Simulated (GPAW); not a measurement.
The system is PtSe2 (Sudovikovite).

```
Pt Se
1.0
     3.72400    0.00000    0.00000
    -1.86200    3.22508    0.00000
     0.00000    0.00000    5.06200
Pt Se
1 2
Direct
  0.00000 0.00000 0.00000
  0.66667 0.33333 0.75000
  0.33333 0.66667 0.25000
```

| Item | Value |
| --- | --- |
| Program | GPAW 26.7.0 |
| Task | relaxation of cell and atoms |
| Functional | PBEsol |
| Dispersion | D3 |
| Potentials or basis | PAW data sets generated in the run's folder for this functional |
| Cutoff | 600 eV |
| Basis | pw |
| k mesh | 6 × 6 × 4 |
| Occupations | fermi-dirac, width 0.05 eV |
| Spin | no spin polarisation |

At the start: pressure -0.3 GPa; volume 20.27 Å³/atom.

Task: How do energy, volume and symmetry change on relaxing?

Result: Over 11 steps the energy falls by 35.4 meV/atom and the volume is 18.82 Å³/atom (-7.1 %); space group P-3m1 (No. 164, to 0.05 Å).

The path:
```tsv
step	energy change (eV)	largest force (eV/Å)	pressure (GPa)	volume (Å³)
1	0.0000	0.4160	-0.30	60.80
2	-0.0055	0.3601	-0.68	60.76
3	-0.0413	0.1834	-3.49	59.94
4	-0.0515	0.2634	-3.41	59.38
5	-0.0788	0.3961	-0.71	56.70
6	-0.0873	0.1945	0.17	56.69
7	-0.0922	0.0184	1.21	56.44
8	-0.0958	0.0541	1.42	56.39
9	-0.1035	0.1255	1.15	56.32
10	-0.1059	0.0707	0.48	56.39
11	-0.1063	0.0158	0.07	56.46
```

Final structure:
```yaml
crystal:
  lattice:
    - [3.75259, 0.00000, 0.00000]
    - [-1.87630, 3.24984, 0.00000]
    - [0.00000, 0.00000, 4.62974]
  atoms:
    - { symbol: Pt, position: [0.00000, 0.00000, 0.00000] }
    - { symbol: Se, position: [0.66667, 0.33333, 0.72834] }
    - { symbol: Se, position: [0.33333, 0.66667, 0.27166] }
```

Caveat: later steps reuse the first step's grids; pairwise dispersion overbinds metals, which lowers pressure and volume.
